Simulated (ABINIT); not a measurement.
The system is CuO (Tenorite).

```
CELL_PARAMETERS angstrom
2.34465 -1.71340 0.00000
2.34465 1.71340 0.00000
-0.86055 0.00000 5.05944
ATOMIC_POSITIONS crystal
Cu 0.49680 0.00320 0.50000
Cu 0.00320 0.49680 0.00000
O 0.40560 0.57140 0.75370
O 0.57140 0.40560 0.25370
```

* Program: ABINIT 10.8.3 (patched build)
* Task: single point
* Functional: PBE
* Potentials or basis: JTH PAW PBE v2.0
* Cutoff: 707 eV
* k mesh: 10 × 10 × 5
* Occupations: fermi-dirac, width 0.05 eV
* Spin: no spin polarisation

On this cell: pressure 5.5 GPa; largest force 0.773 eV/Å; band gap on the k mesh none (metal or under the smearing width).

The same run follows on a disturbed copy (atoms moved at random, drawn with an rms of 0.05 Å):

```
Cu O
1.0
     2.34465   -1.71340    0.00000
     2.34465    1.71340    0.00000
    -0.86055    0.00000    5.05944
Cu O
2 2
Direct
  0.50570 0.99000 0.49524
  0.01154 0.50101 0.99728
  0.40012 0.57752 0.76099
  0.57635 0.41408 0.25814
```

**Question.** What does the disturbed cell give?

**Answer.** The energy (extrapolated to zero smearing) moves by +19.8 meV/atom; pressure 6.4 GPa; largest force 1.604 eV/Å; band gap on the k mesh none (metal or under the smearing width).

Forces on the atoms (eV/Å):
```
Cu  -0.215  0.232  0.891
Cu  -1.142  0.531  0.827
O    0.926 -0.752 -1.071
O    0.430 -0.011 -0.646
```

Stress tensor (GPa, compression positive):
```
 6.86 -0.02 -2.84
-0.02  6.56  0.77
-2.84  0.77  5.67
```

Caveats: the run has no spin polarisation, though such a crystal can be magnetic; semilocal functionals often make such compounds metallic where correlation or magnetic order opens a gap, which also shifts bond lengths.
